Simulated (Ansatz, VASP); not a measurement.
Two plane-wave programs on PbS

File INCAR:

```
  PREC = Accurate
  ENCUT = 520
  EDIFF = 1E-6
  ISMEAR = 0
  SIGMA = 0.1
  LREAL = False
  LASPH = True
  NELM = 60
  ALGO = Normal
  ISIF = 2
  LWAVE = False
  LCHARG = True
  LELF = True
  LVHAR = True
  NBANDS = 17
```

The input KPOINTS:

```
regular mesh
0
Gamma
  3 3 2
```

The input POSCAR:

```
PbS
1.0
    4.0669815432     -0.0207636506     -0.0676359145
   -2.0514726205      3.6950282980      0.0659630923
   -0.0626491636      0.0343813189      3.8209402384
Pb S
1 1
Direct
    0.0000000000      0.0000000000      0.0000000000
    0.6666666667      0.3333333333      0.5000000000
```

Input for Ansatz:

```yaml
crystal:
  lattice:
    - [4.0669815432, -0.0207636506, -0.0676359145]
    - [-2.0514726205, 3.695028298, 0.0659630923]
    - [-0.0626491636, 0.0343813189, 3.8209402384]
  atoms:
    - { symbol: Pb, position: [0.0, 0.0, 0.0] }
    - { symbol: S, position: [0.6666666667, 0.3333333333, 0.5] }
basis:
  ecutwfc: "39 Ry"
kpoints:
  mp_grid: { grid: [3, 3, 2] }
hamiltonian:
  xc: lda
scf:
  occupations: { method: gaussian, width: 0.1 }
  mixing: { beta: 0.12, ndim: 6, globalisation: backtrack }
  initial_density: { chi_scale: 0, normalization: atom }
  max_iter: 88
output:
  forces: true
  stress: true
  eigenvalues: true
```

Alike in both runs: task single point; functional LDA; k mesh 3 × 3 × 2; occupations gaussian, width 0.1 eV; no spin polarisation.

|  | VASP | Ansatz |
| --- | --- | --- |
| version | VASP 6.6.1 | Ansatz 0.2.0 |
| potentials or method | VASP PAW LDA potentials, release 64 (Pb_d, S) | scalar-relativistic, plane waves, PAW |
| plane-wave cutoff (eV) | 520 | 531 |
| valence electrons in the cell | 20 | 20 |

|  | VASP | Ansatz | Ansatz less VASP |
| --- | --- | --- | --- |
| gap on the k mesh at the Fermi level (eV) | none | none | - |
| pressure (GPa) | -8.1 | -8.1 | +0.02 |
| largest component of the traceless stress (GPa) | 1.58 | 1.54 | -0.042 |
| rms of the force components (eV/Å) | 0.062 | 0.062 | +0.0004 |

Atom by atom the forces differ by 0.000 eV/Å (rms over components). A gap of «none» marks a metal or a gap that the smearing closes.

Caveats: the k mesh is coarse (spacing up to 0.82 Å⁻¹), so the values aren't converged. Spin-orbit coupling is left out, which matters for the levels of Pb.
